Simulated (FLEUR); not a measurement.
Here is a FLEUR MaX-R8.1 (later development tree) calculation.

The input inp.xml:

```xml
<?xml version="1.0" encoding="UTF-8" standalone="no"?>
<fleurInput fleurInputVersion="0.39">
   <comment>
      W                                                                                                   
   </comment>
   <calculationSetup>
      <cutoffs Kmax="4.1" Gmax="12.7" GmaxXC="12.7" numbands="0"/>
      <scfLoop itmax="80" minDistance="0.0001" maxIterBroyd="30" imix="Anderson" alpha="0.05" precondParam="0.0" spinf="2.0" sdNocoIR="T"/>
      <coreElectrons ctail="F" frcor="F" kcrel="0" coretail_lmax="0"/>
      <xcFunctional name="LibXC" relativisticCorrections="F">
         <LibXCName exchange="mgga_x_scan" correlation="mgga_c_scan"/>
         <AuxGGA exchange="117" correlation="130"/>
      </xcFunctional>
      <magnetism jspins="1"/>
      <soc l_soc="F" theta="0.0" phi="0.0" spav="F"/>
      <expertModes spex="0" secvar="F"/>
      <geometryOptimization l_f="F" forcealpha="1.0" forcemix="BFGS" epsdisp="0.00001" epsforce="0.00001"/>
      <ldaU l_linMix="F" mixParam="0.05" spinf="1.0"/>
   </calculationSetup>
   <cell>
      <bzIntegration valenceElectrons="28.0" mode="hist" fermiSmearingEnergy="0.00183747">
         <kPointListSelection listName="default-1"/>
         <!-- k-points included here -->
         <xi:include xmlns:xi="http://www.w3.org/2001/XInclude" href="kpts.xml"> </xi:include>
      </bzIntegration>
      <!-- symmetry operations included here -->
      <xi:include xmlns:xi="http://www.w3.org/2001/XInclude" href="sym.xml"> </xi:include>
      <bulkLattice scale="1.0">
         <bravaisMatrix>
            <row-1>   -2.9901986846301867     2.9901986846301867     2.9901986846301867</row-1>
            <row-2>    2.9901986846301867    -2.9901986846301867     2.9901986846301867</row-2>
            <row-3>    2.9901986846301867     2.9901986846301867    -2.9901986846301867</row-3>
         </bravaisMatrix>
      </bulkLattice>
   </cell>
   <atomSpecies>
      <species name="Tungsten (W)" element="W" atomicNumber="74">
         <mtSphere radius="2.4" gridPoints="793" logIncrement="0.017"/>
         <atomicCutoffs lmax="10" lnonsphr="10"/>
         <electronConfig flipSpins="F">
            <coreConfig>(1s1/2) (2s1/2) (2p1/2) (2p3/2) (3s1/2) (3p1/2) (3p3/2) (4s1/2) (3d3/2) (3d5/2) (4p1/2) (4p3/2) (4d3/2) (4d5/2)</coreConfig>
            <valenceConfig>(5s1/2) (5p1/2) (5p3/2) (6s1/2) (4f5/2) (4f7/2) (5d3/2) (5d5/2)</valenceConfig>
            <stateOccupation state="(5d3/2)" spinUp="0.800000" spinDown="0.800000"/>
            <stateOccupation state="(5d5/2)" spinUp="1.200000" spinDown="1.200000"/>
         </electronConfig>
         <energyParameters s="6" p="6" d="5" f="4"/>
         <lo type="SCLO" l="0" n="5" eDeriv="0"/>
         <lo type="SCLO" l="1" n="5" eDeriv="0"/>
         <lo type="SCLO" l="2" n="5" eDeriv="2"/>
         <lo type="SCLO" l="3" n="4" eDeriv="2"/>
      </species>
   </atomSpecies>
   <atomGroups>
      <atomGroup species="Tungsten (W)">
         <relPos label="                   1">.0000000000 .0000000000 .0000000000</relPos>
         <force calculate="T" relaxXYZ="TTT"/>
      </atomGroup>
   </atomGroups>
   <output dos="F" band="F" slice="F">
      <checks vchk="F" cdinf="F"/>
      <bandDOS minEnergy="-.5*Htr" maxEnergy="0.5*Htr" sigma="0.015" storeEVData="T"/>
      <vacuumDOS vacdos="F" integ="F" star="F" nstars="0" locx1="0.0" locy1="0.0" locx2="0.0" locy2="0.0" nstm="0" tworkf="0.0"/>
      <unfoldingBand unfoldBand="F" supercellX="1" supercellY="1" supercellZ="1"/>
      <plotting iplot="0" polar="F">
         <plot TwoD="T" vec1="  1.0  0.0  0.0" vec2="  0.0  1.0  0.0" vec3="  0.0  0.0  1.0" zero="  0.0  0.0  0.0" file="plot"/>
      </plotting>
      <chargeDensitySlicing numkpt="0" minEigenval="0.0" maxEigenval="0.0" nnne="0" pallst="F"/>
      <specialOutput eonly="F"/>
      <moessbauerParams electricFieldGradient="T" isomerShift="T" coreHyperfine="T" valenceHyperfine="T"/>
      <magneticCircularDichroism mcd="F" energyLo="-10.0" energyUp="0.0"/>
   </output>
  <!-- We include the file relax.xml here to enable relaxations (see documentation) -->
  <xi:include xmlns:xi="http://www.w3.org/2001/XInclude" href="relax.xml"> <xi:fallback/> </xi:include>
</fleurInput>
```

The input crystal.txt:

```
W
&input cartesian=F /
-1.5823450000  1.5823450000  1.5823450000
1.5823450000  -1.5823450000  1.5823450000
1.5823450000  1.5823450000  -1.5823450000
1.8897261246
1.0 1.0 1.0

1
74 0.0000000000  0.0000000000  0.0000000000

&kpt div1=12 div2=12 div3=12 gamma=T /
```

File inp.xml (bands):

```
<?xml version="1.0" encoding="UTF-8" standalone="no"?>
<fleurInput fleurInputVersion="0.39">
   <comment>
      W                                                                                                   
   </comment>
   <calculationSetup>
      <cutoffs Kmax="4.1" Gmax="12.7" GmaxXC="12.7" numbands="0"/>
      <scfLoop itmax="80" minDistance="0.0001" maxIterBroyd="30" imix="Anderson" alpha="0.05" precondParam="0.0" spinf="2.0" sdNocoIR="T"/>
      <coreElectrons ctail="F" frcor="F" kcrel="0" coretail_lmax="0"/>
      <xcFunctional name="LibXC" relativisticCorrections="F">
         <LibXCName exchange="mgga_x_scan" correlation="mgga_c_scan"/>
         <AuxGGA exchange="117" correlation="130"/>
      </xcFunctional>
      <magnetism jspins="1"/>
      <soc l_soc="F" theta="0.0" phi="0.0" spav="F"/>
      <expertModes spex="0" secvar="F"/>
      <geometryOptimization l_f="F" forcealpha="1.0" forcemix="BFGS" epsdisp="0.00001" epsforce="0.00001"/>
      <ldaU l_linMix="F" mixParam="0.05" spinf="1.0"/>
   </calculationSetup>
   <cell>
      <bzIntegration valenceElectrons="28.0" mode="hist" fermiSmearingEnergy="0.00183747">
         <kPointListSelection listName="path-1"/>
         <!-- k-points included here -->
         <xi:include xmlns:xi="http://www.w3.org/2001/XInclude" href="kpts.xml"> </xi:include>
      </bzIntegration>
      <!-- symmetry operations included here -->
      <xi:include xmlns:xi="http://www.w3.org/2001/XInclude" href="sym.xml"> </xi:include>
      <bulkLattice scale="1.0">
         <bravaisMatrix>
            <row-1>   -2.9901986846301867     2.9901986846301867     2.9901986846301867</row-1>
            <row-2>    2.9901986846301867    -2.9901986846301867     2.9901986846301867</row-2>
            <row-3>    2.9901986846301867     2.9901986846301867    -2.9901986846301867</row-3>
         </bravaisMatrix>
      </bulkLattice>
   </cell>
   <atomSpecies>
      <species name="Tungsten (W)" element="W" atomicNumber="74">
         <mtSphere radius="2.4" gridPoints="793" logIncrement="0.017"/>
         <atomicCutoffs lmax="10" lnonsphr="10"/>
         <electronConfig flipSpins="F">
            <coreConfig>(1s1/2) (2s1/2) (2p1/2) (2p3/2) (3s1/2) (3p1/2) (3p3/2) (4s1/2) (3d3/2) (3d5/2) (4p1/2) (4p3/2) (4d3/2) (4d5/2)</coreConfig>
            <valenceConfig>(5s1/2) (5p1/2) (5p3/2) (6s1/2) (4f5/2) (4f7/2) (5d3/2) (5d5/2)</valenceConfig>
            <stateOccupation state="(5d3/2)" spinUp="0.800000" spinDown="0.800000"/>
            <stateOccupation state="(5d5/2)" spinUp="1.200000" spinDown="1.200000"/>
         </electronConfig>
         <energyParameters s="6" p="6" d="5" f="4"/>
         <lo type="SCLO" l="0" n="5" eDeriv="0"/>
         <lo type="SCLO" l="1" n="5" eDeriv="0"/>
         <lo type="SCLO" l="2" n="5" eDeriv="2"/>
         <lo type="SCLO" l="3" n="4" eDeriv="2"/>
      </species>
   </atomSpecies>
   <atomGroups>
      <atomGroup species="Tungsten (W)">
         <relPos label="                   1">.0000000000 .0000000000 .0000000000</relPos>
         <force calculate="T" relaxXYZ="TTT"/>
      </atomGroup>
   </atomGroups>
   <output dos="F" band="T" slice="F">
      <checks vchk="F" cdinf="F"/>
      <bandDOS minEnergy="-.5*Htr" maxEnergy="0.5*Htr" sigma="0.015" storeEVData="T"/>
      <vacuumDOS vacdos="F" integ="F" star="F" nstars="0" locx1="0.0" locy1="0.0" locx2="0.0" locy2="0.0" nstm="0" tworkf="0.0"/>
      <unfoldingBand unfoldBand="F" supercellX="1" supercellY="1" supercellZ="1"/>
      <plotting iplot="0" polar="F">
         <plot TwoD="T" vec1="  1.0  0.0  0.0" vec2="  0.0  1.0  0.0" vec3="  0.0  0.0  1.0" zero="  0.0  0.0  0.0" file="plot"/>
      </plotting>
      <chargeDensitySlicing numkpt="0" minEigenval="0.0" maxEigenval="0.0" nnne="0" pallst="F"/>
      <specialOutput eonly="F"/>
      <moessbauerParams electricFieldGradient="T" isomerShift="T" coreHyperfine="T" valenceHyperfine="T"/>
      <magneticCircularDichroism mcd="F" energyLo="-10.0" energyUp="0.0"/>
   </output>
  <!-- We include the file relax.xml here to enable relaxations (see documentation) -->
  <xi:include xmlns:xi="http://www.w3.org/2001/XInclude" href="relax.xml"> <xi:fallback/> </xi:include>
</fleurInput>
```

Potentials or basis: all-electron, FLAPW.

Run with:

```bash
$ inpgen -f crystal.txt -profile fastHighL
$ # inp.xml edited to the form shown
$ fleur_MPI
$ fleur_MPI   # second run, on inp.xml (bands)
```

(1) Estimate the band gap along the path.

## Answers

(1) none (metal or under the smearing width).

Caveat: the meta-GGA is that of a development version, with a GGA for the radial functions and cores and without core tails; spin-orbit coupling is left out, which moves the levels of the heavy elements.
